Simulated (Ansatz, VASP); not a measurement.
**Cross-check of ZnS between VASP and Ansatz**

Aim: how closely do two programs agree when they are given the same cell, functional and k mesh? The cell is taken from a series of runs on this material, whose earlier steps may have relaxed, scaled, displaced or heated it; both programs get it as it stands.

Calculated with Ansatz 0.2.0; plane waves, with VASP 6.6.1 beside it; zone-centre phonons at LDA.

### Step 1. The structure

It takes space group I-4m2 (No. 119, tetragonal). Conventional cell: a = 3.804 Å, b = 3.804 Å, c = 5.085 Å, α = 90.00°, β = 90.00°, γ = 90.00°. S has 4 Zn at 2.29 Å nearest. Nearest to Zn lie 4 S at 2.29 Å. Farther neighbours and most contacts between anions are not listed.

### Step 2. Ansatz: zone-centre phonons, LDA

Ansatz runs on its PAW soft_1 files.

Second derivatives magnify differences that forces hide, and they need a tight electronic threshold.

File input.yaml:

```yaml
crystal:
  lattice:
    - [0.0, 2.689765445, 2.5424234629]
    - [2.689765445, 0.0, 2.5424234629]
    - [2.689765445, 2.689765445, 0.0]
  atoms:
    - { symbol: S, position: [0.0, 0.0, 0.0] }
    - { symbol: Zn, position: [0.75, 0.75, 0.75] }
kpoints:
  mp_grid: { grid: [12, 12, 12] }
hamiltonian:
  xc: lda
  pseudopotentials: { kind: paw, azcp: { folder: soft_1 }, xc_functional: pbe }
scf:
  occupations: { method: fixed }
output:
  eigenvalues: true
phonons:
  method: dfpt
  dielectric: true
  rigid_motions: translations
```

On the command line:

```
ansatz run input.yaml --threads 4 --pin off --max-ram 10240MiB --backend cpu --events-out ev --progress --plain --runs-dir out
```

Numbers of over 12 decimals in the logs are rounded to 6 here.

Log:

```text
Engine: ansatz 0.2.0, aarch64-unknown-linux-gnu
Pseudopotentials: kind: paw
Pseudopotential: S, paw, valence charge 6, recommended cutoff 420 eV (normal), soft_1/S.paw.azcp
Pseudopotential: Zn, paw, valence charge 12, recommended cutoff 420 eV (normal), soft_1/Zn.paw.azcp
Functional definition: SPW92
  exchange = slater_x
  correlation = pw_c
Crystal: 2 atoms, lattice volume = 36.788 Å³
Basis set: ecut = 420 eV, 717 PW (Γ), exchange–correlation on 54×54×54 points (8 copies of the dense FFT grid, shifted against one another)
Bands: 13, of which v1, the nominal top of the filled ones, is band 9 counted from 1 (8 counted from 0)
Symmetry: 8 space group operations
k-points: 868 of 1728 (irreducible under 1 space group operation, time reversal used)
Non-local potential: S, projectors of the file, l = 0: 2, l = 1: 2, l = 2: 1
Non-local potential: Zn, projectors of the file, l = 0: 2, l = 1: 2, l = 2: 3, l = 3: 1
PAW form: soft (Blöchl's): semilocal exchange-correlation on the pseudo side does not see the compensation charge
PAW frozen core: S, regenerated for the run's functional, and the local potential with it (the file was generated under x = pbe(κ = 0.804, μ = 0.219515), c = pbe(β = 0.066725))
PAW frozen core: Zn, regenerated for the run's functional, and the local potential with it (the file was generated under x = pbe(κ = 0.804, μ = 0.219515), c = pbe(β = 0.066725))
PAW one-centre angular grid: S, 110 points (default); XC on 64 Gauss nodes
PAW one-centre angular grid: Zn, 590 points (default); XC on 64 Gauss nodes
Initial density: superposition of atomic densities (chi_scale 0.1, normalization cell, long waves kept (reshape's long-wave potential 0.00 eV rms))
Initial wavefunctions: pseudopotential atomic-orbital guess
Functional: x = slater, c = lda
SCF iter   1: F=—  HF=-4117.535949 eV  |F-HF|=—  |Δ(HF+E_count)|=         —  Δρ=3.83e-2  dr2=3.39e-1  ethr=3.10e-3  ⟨swp⟩=5.1  Hψ=67756  notcnv=0  defer=1693
preconditioner: auto → none  [insulator: Δε(μ)=2.294 eV  Ē_g=12.826 eV  n_scr=12 (ndim 8)  ℏωp=26.0 eV  f_vac=0.000  ε∞_Penn≈5.1]
SCF iter   2: F=—  HF=-4117.447275 eV  |F-HF|=—  |Δ(HF+E_count)|=   8.87e-2  Δρ=1.47e-2  dr2=4.06e-2  ethr=1.89e-3  ⟨swp⟩=2.6  Hψ=26650  notcnv=0  defer=1707
SCF iter   3: F=—  HF=-4117.436556 eV  |F-HF|=—  |Δ(HF+E_count)|=   1.07e-2  Δρ=9.83e-3  dr2=1.74e-2  ethr=2.25e-4  ⟨swp⟩=2.0  Hψ=19986  notcnv=0  defer=1714
SCF iter   4: F=—  HF=-4117.431741 eV  |F-HF|=—  |Δ(HF+E_count)|=   4.82e-3  Δρ=2.38e-3  dr2=1.34e-3  ethr=9.65e-5  ⟨swp⟩=2.0  Hψ=26917  notcnv=0  defer=1727
SCF iter   5: F=—  HF=-4117.431561 eV  |F-HF|=—  |Δ(HF+E_count)|=   1.80e-4  Δρ=6.24e-4  dr2=8.13e-5  ethr=7.45e-6  ⟨swp⟩=2.1  Hψ=19284  notcnv=0  defer=1735
SCF iter   6: F=—  HF=-4117.431573 eV  |F-HF|=—  |Δ(HF+E_count)|=   1.23e-5  Δρ=1.37e-4  dr2=3.07e-6  ethr=4.51e-7  ⟨swp⟩=2.4  Hψ=19055  notcnv=0  defer=3
SCF iter   7: F=—  HF=-4117.431572 eV  |F-HF|=—  |Δ(HF+E_count)|=   8.14e-7  Δρ=2.24e-5  dr2=8.32e-8  ethr=1.71e-8  ⟨swp⟩=2.0  Hψ=17187  notcnv=0
SCF iter   8: F=—  HF=-4117.431572 eV  |F-HF|=—  |Δ(HF+E_count)|=   3.27e-8  Δρ=2.14e-6  dr2=8.12e-10  ethr=4.62e-10  ⟨swp⟩=2.0  Hψ=18236  notcnv=0
SCF iter   9: F=-4117.431572 eV  HF=-4117.431572 eV  |F-HF|=6.37e-11  |Δ(HF+E_count)|=  7.31e-10  Δρ=3.87e-7  dr2=2.54e-11  ethr=1.00e-12  ⟨swp⟩=8.2  Hψ=78602  notcnv=0
SCF 1 converged in 9 iterations: F = -4117.431572 eV  dr2 = 2.54e-11
  greatest PAW one-centre occupation: 0.983 electrons in one spin orbital (limit 2), on the Zn atom at site 1 (counted from 0), in its partial waves of l = 2
NSCF: frozen V_eff on 3 k-points
DFPT response loops at Γ: preconditioner auto → none (the input reference at scf.mixing.eps_inf says where Resta's filter doesn't serve); β = 0.50; Broyden in place of MSR1
── the response to a field inside a basis, on 12×12×12 k-points: an SCF that follows is theirs, and a resumed run solves both again ──
Bands: 10, of which v1, the nominal top of the filled ones, is band 9 counted from 1 (8 counted from 0)
k-points: 468 of 1728 (irreducible under 2 space group operations, time reversal used)
Initial density: handed on by an earlier stage of this run
Initial wavefunctions: pseudopotential atomic-orbital guess (no wavefunctions were taken with the density)
Eigensolver: Dense (468 Hₖ)
SCF iter   1: F=—  HF=-4117.432068 eV  |F-HF|=—  |Δ(HF+E_count)|=         —  Δρ=2.61e-4  dr2=5.58e-6  ethr=1.00e-1
preconditioner: auto → none  [insulator: Δε(μ)=2.238 eV  Ē_g=10.124 eV  n_scr=12 (ndim 8)  ℏωp=26.0 eV  f_vac=0.011  ε∞_Penn≈7.6]
SCF iter   2: F=—  HF=-4117.432068 eV  |F-HF|=—  |Δ(HF+E_count)|=   1.43e-7  Δρ=2.24e-4  dr2=6.93e-6  ethr=3.10e-8
SCF iter   3: F=—  HF=-4117.432072 eV  |F-HF|=—  |Δ(HF+E_count)|=   4.20e-6  Δρ=2.06e-4  dr2=9.08e-6  ethr=3.10e-8
SCF iter   4: F=-4117.432068 eV  HF=-4117.432068 eV  |F-HF|=1.44e-9  |Δ(HF+E_count)|=   4.27e-6  Δρ=7.54e-6  dr2=7.45e-9  ethr=3.10e-8
SCF 1 converged in 4 iterations: F = -4117.432068 eV  dr2 = 7.45e-9
DFPT response loops at Γ: mixed as the last ones told, above
SCF converged after 9 iterations
Free energy (F): -4117.431572 eV
Harris-Foulkes:  -4117.431572 eV  (|F-HF|=6.37e-11)
Internal energy: -4117.431572 eV  (E = F + TS)
E sigma→0 (E₀):  -4117.431572 eV
Fermi energy:    6.555562 eV
--- Per-component energies (eV) ---
  E_band       = 10.318279
  E_kinetic    = 256.150127
  E_local      = -2225.707523  (includes V_loc(G=0)·N_el)
  E_nonlocal   = 857.426558
  E_hartree    = 845.329396
  E_xc         = -166.972012
  E_vxc        = -135.887931  (∫ρ·V_xc dr)
  E_paw        = -2401.915675  (= ΣΔE_a)
  E_vpaw       = -432.321205  (= ΣTr[D̂ρ^β])
  E_aug_tail   = -0.000268  (compensation charges beyond the density's cutoff)
  E_ewald      = -1283.452515
  E_core_change = 1.710341  (= ΣΔE_core)
  E_smearing   = -0.000000  (= −TS)
  E_closure    = 0.000000  (closes the sum)
  Σ components = -4117.431572   (vs F -4117.431572, Δ=0.00e0)
--- Band table (eV; the first three rows and the last of 868) ---
  k-point 0: bands = [... 5 lower, 0.2232, 6.3655, 6.3655, 6.5556, 8.5870, 12.6128, 12.6128, 12.6272]
  k-point 1: bands = [... 5 lower, 0.2211, 5.7804, 6.2785, 6.4300, 9.0761, 12.5271, 12.7371, 12.7842]
  k-point 2: bands = [... 5 lower, 0.2171, 4.6019, 6.0560, 6.2407, 9.6998, 12.5997, 12.9979, 13.1599]
  k-point 867: bands = [... 5 lower, 0.4244, 0.6116, 5.2903, 5.6100, 9.6012, 12.8953, 13.4734, 15.3169]
--- Phonons (Γ-DFPT): 4 representative perturbations + reference, on 868 of 1728 k-points (Σ response iterations 12) ---
  k mesh reduced under 1 symmetry operation, with k and −k counted as one. Each operation leaves every solved perturbation unchanged. A smaller set is not considered because the run solves the response to a homogeneous field
  ASR residual: 3.309e-4 → 0.000e0 eV/Å²; symmetrization residual: 3.283e-6 eV/Å²
  ASR residual per site (eV/Å²): 3.69e-5 3.31e-4
  Γ frequencies (cm⁻¹): 0.00 0.00 0.00 288.72 297.23 297.23
  ε∞ (high-frequency dielectric tensor):
        6.275243    -0.000000     0.000000
       -0.000000     6.275243     0.000000
        0.000000     0.000000     6.041111
  ε⁰ (static dielectric tensor: ions relaxed, cell fixed):
        8.918355    -0.000000     0.000000
       -0.000000     8.918355     0.000000
        0.000000     0.000000     8.450164
  ε⁰ − ε∞ (ionic part):
        2.643112     0.000000     0.000000
        0.000000     2.643112     0.000000
        0.000000     0.000000     2.409053
  softest optical mode at Γ: 288.72 cm⁻¹; the repairs (sum rule, projections) moved no ω² at Γ by more than (1.24 cm⁻¹)²
  Born effective charges Z* (e; rows j = field, columns β = displacement):
    site 0:
        -1.93792   -0.00000    0.00000
         0.00000   -1.93792   -0.00000
        -0.00000   -0.00000   -1.79711
    site 1:
         1.93792    0.00000    0.00000
         0.00000    1.93792    0.00000
         0.00000    0.00000    1.79711
  Z* charge neutrality: 1.785e-4 e pre-enforcement
  solved inside a basis spanned on kpoints, on 12×12×12 k-points, its susceptibility summed on 16×16×16: ε∞ is read to err by 1.6e-2, Z* by 1.3e-2 e (field_mesh: kpoints solves on kpoints); Z* is corrected for what the basis lacks
  optical modes at Γ without the LO–TO term, one row a degenerate level:
      ω (cm⁻¹)  modes    IR ((D/Å)²/amu)
        288.72      1             3.4637
        297.23      2             8.0555
  optical modes at Γ + LO–TO along q̂ = [1.0000, 0.0000, 0.0000]:
      ω (cm⁻¹)  modes    IR ((D/Å)²/amu)
        288.72      1             3.4637
        297.23      1             4.0277
        354.35      1             4.0277
  optical modes at Γ + LO–TO along q̂ = [0.0000, 1.0000, 0.0000]:
      ω (cm⁻¹)  modes    IR ((D/Å)²/amu)
        288.72      1             3.4637
        297.23      1             4.0277
        354.35      1             4.0277
  optical modes at Γ + LO–TO along q̂ = [0.0000, 0.0000, 1.0000]:
      ω (cm⁻¹)  modes    IR ((D/Å)²/amu)
        297.23      2             8.0555
        341.47      1             3.4637
```

[end of part 1 of 2]

[Lines on the potential files, build, host, timing and source positions are cut from VASP's logs without a mark.]

[Logs are printed without paths, hosts, clocks, repeated set-up lines and the standing remarks that a program may print on its own settings, such as how far it seeks lower states.]

[Hosts, paths, dates, database ids (printed as entryN), source tags and the programs' standing remarks are cut or masked in the printed files.]
